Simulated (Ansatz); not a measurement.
Structure search for ScAl5

All numbers below come from DFT PBE, scalar-relativistic, plane waves, PAW in Ansatz 0.2.0. Settings: cutoff 420 eV, Γ-centred meshes spaced at most about 0.3 Å⁻¹, and about 0.25 Å⁻¹ or finer for metals (2π included), Gaussian smearing. Spin is collinear in cells that carry moments; the others ran without spin or lost their moments.

Energies over the elements count from the elements' standard structures at the same level, with no fitted energy shifts.

All energies are static (0 K, no zero-point motion). Larger cells and other orderings weren't all tried, so the list isn't exhaustive. The k mesh leaves some 4 meV/atom of noise in the energy of each metallic cell. The magnetic state reached may not be the lowest.

Invented guesses were relaxed alike, and ends that match in structure, energy and magnetic state were merged. ΔE counts from the first row. Coordination counts all near atoms (those within 1.25 times the shortest distance at each site). The ends were matched against large subsets of the Crystallography Open Database and the Materials Project, so a missing match doesn't prove that a structure is unreported.

| # | reached from | type and space group | atoms | Å³/atom | coordination | ΔE (meV/atom) | gap on mesh (eV) | moments | in databases | checks |
| --- | --- | --- | --- | --- | --- | --- | --- | --- | --- | --- |
| 1 | Sc and Al ordered on fcc sites | Cmmm (No. 65) | 6 | 17.2 | Sc 12, Al 12 | 0 | 0.00 | none | no match | no imaginary mode at Γ (other wave vectors untested) |
| 2 | Sc and Al ordered on fcc sites | P4/mmm (No. 123) | 6 | 17.5 | Sc 12, Al 12 | 129 | 0.00 | parallel, 0.2 μB | no match | - |
| 3 | Sc and Al ordered on fcc sites | P-3m1 (No. 164) | 6 | 18.0 | Sc 12, Al 12 | 199 | 0.00 | none | no match | - |
| 4 | Sc and Al ordered on hcp sites | P-6m2 (No. 187) | 6 | 18.0 | Sc 12, Al 12 | 205 | 0.00 | none | no match | - |

The lowest: Space group Cmmm (No. 65), orthorhombic, a = 4.083 Å, b = 12.332 Å, c = 4.095 Å. Around Sc lie 12 Al at 2.89–2.93 Å; Al on a site of symmetry mmm is surrounded by 4 Sc at 2.89 Å and 8 Al at 2.92–2.93 Å; around Al on a site of symmetry m2m lie 10 Al at 2.84–2.93 Å and 2 Sc at 2.93 Å; Al on a second site of symmetry m2m is surrounded by 10 Al at 2.85–2.92 Å and 2 Sc at 2.92 Å. Its energy over the elements is −0.24 eV/atom. It lies below the elements, which doesn't yet make it stable against other compounds or structures. An observed structure of this formula, if there is one, may be missing.

```yaml
crystal:
  lattice:
    - [2.04129, -6.16605, 0.00000]
    - [2.04129, 6.16605, 0.00000]
    - [0.00000, 0.00000, 4.09543]
  atoms:
    - { symbol: Sc, position: [0.50000, 0.50000, 0.50000] }
    - { symbol: Al, position: [0.00000, 0.00000, 0.00000] }
    - { symbol: Al, position: [0.33010, 0.66990, 0.00000] }
    - { symbol: Al, position: [0.66990, 0.33010, 0.00000] }
    - { symbol: Al, position: [0.83078, 0.16922, 0.50000] }
    - { symbol: Al, position: [0.16922, 0.83078, 0.50000] }
```

The second: Space group P4/mmm (No. 123), tetragonal, a = 2.938 Å, c = 12.180 Å. Around Sc lie 4 Sc at 2.94 Å and 8 Al at 3.00 Å; around Al on a site of symmetry 4mm lie 12 Al at 2.85–2.94 Å; Al on a site of symmetry 4/mmm has 12 Al at 2.87–2.94 Å; Al on a second site of symmetry 4mm has 8 Al at 2.85–2.94 Å and 4 Sc at 3.00 Å. Counting all near atoms, the first and the second both have Sc 12, Al 12. Shaken at random and relaxed again, row 1 came back. Cells without such a test can be saddle points. Some candidate types were left out of the draw beforehand, so a known form may be missing.
